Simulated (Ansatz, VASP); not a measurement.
# One calculation of Ca, two programs

INCAR

```
PREC = Accurate
ENCUT = 520
EDIFF = 1E-6
ISMEAR = 0
SIGMA = 0.1
LREAL = False
LASPH = True
NELM = 80
ALGO = Fast
ISIF = 2
LWAVE = False
LCHARG = False
GGA = PE
NBANDS = 11
```

The input KPOINTS:

```
regular mesh
0
Gamma
  12 12 12
```

The input POSCAR:

```
Ca
1.0
    3.4409664078      0.0000000000      0.0000000000
    0.0000000000      3.4409664078      0.0000000000
    0.0000000000      0.0000000000      3.4409664078
Ca
1
Direct
    0.0000000000      0.0000000000      0.0000000000
```

Input for Ansatz:

```yaml
crystal:
  lattice:
    - [3.4409664078, 0.0, 0.0]
    - [0.0, 3.4409664078, 0.0]
    - [0.0, 0.0, 3.4409664078]
  atoms:
    - { symbol: Ca, position: [0.0, 0.0, 0.0] }
basis:
  ecutwfc: 420
kpoints:
  mp_grid: { grid: [12, 12, 12] }
hamiltonian:
  xc: pbe
scf:
  occupations: { method: gaussian, width: 0.1 }
output:
  forces: true
  stress: true
  eigenvalues: true
```

Alike in both runs: task single point; functional PBE; k mesh 12 × 12 × 12; occupations gaussian, width 0.1 eV; no spin polarisation.

|  | VASP | Ansatz |
| --- | --- | --- |
| version | VASP 6.6.1 | Ansatz 0.2.0 |
| potentials or method | VASP PAW PBE potentials, release 64 (Ca_sv) | scalar-relativistic, plane waves, PAW |
| plane-wave cutoff (eV) | 520 | 420 |
| valence electrons in the cell | 10 | 10 |

```csv
,VASP,Ansatz,Ansatz less VASP
gap on the k mesh at the Fermi level (eV),none,none,-
pressure (GPa),0.7,0.7,0.00
```

A gap of «none» marks a metal or a gap that the smearing closes.
